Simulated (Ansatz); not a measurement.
CaO (wurtzite) (it has left that coordination), relaxed with r2SCAN in Ansatz. The symmetry is P6_3/mmc (No. 194, hexagonal); a = 3.981 Å, c = 4.770 Å in the conventional setting, 16.37 Å³ an atom. Ca has 5 O at 2.30–2.39 Å; O has 5 Ca at 2.30–2.39 Å. The cell started from the wurtzite prototype, but the relaxation took it to the higher symmetry P6_3/mmc (No. 194), so the name no longer describes it.

The axes x, y and z are those of this cell:
```
Ca O
1.0
     3.98084    0.00000    0.00000
    -1.99042    3.44751    0.00000
     0.00000    0.00000    4.77044
Ca O
2 2
Direct
  0.33333 0.66667 0.93750
  0.66667 0.33333 0.43750
  0.33333 0.66667 0.43750
  0.66667 0.33333 0.93750
```

Unstrained: PBE gives a direct gap of 3.206 eV at Γ. r2SCAN gives a direct gap of 3.633 eV at Γ. The HSE06 gap is direct at Γ: 4.579 eV. Meshes: PBE 12×12×6, r2SCAN 12×12×6, HSE06 6×6×4. Strains are changes of length per length, and xy shears are angles. After each strain the atoms were relaxed again with r2SCAN within the symmetry that the strain leaves, so tilts or polar shifts that break it weren't tested; points keep the names that they have in the unstrained zone. These are computed values for a spin-unpolarised cell that may be hypothetical; none is a measurement.

Task: Estimate what uniaxial -1.87 % along z, other directions held does to the gap.

Result: PBE: the gap goes from 3.206 to 3.206 eV (0.000 eV). r2SCAN: the gap goes from 3.633 to 3.629 eV (-0.004 eV). HSE06: the gap goes from 4.579 to 4.597 eV (+0.018 eV). The r2SCAN energy rises by 3.9 meV an atom.

Task: Estimate what xy shear, engineering strain (angle) -0.64 % does to the gap.

Result: PBE: the gap goes from 3.206 to 3.206 eV (0.000 eV). r2SCAN: the gap goes from 3.633 to 3.633 eV (0.000 eV). HSE06: the gap goes from 4.579 to 4.579 eV (0.000 eV). The r2SCAN energy rises by 0.0 meV an atom.

The meshes of the hybrids are coarse, so their gaps aren't converged to the digits shown.
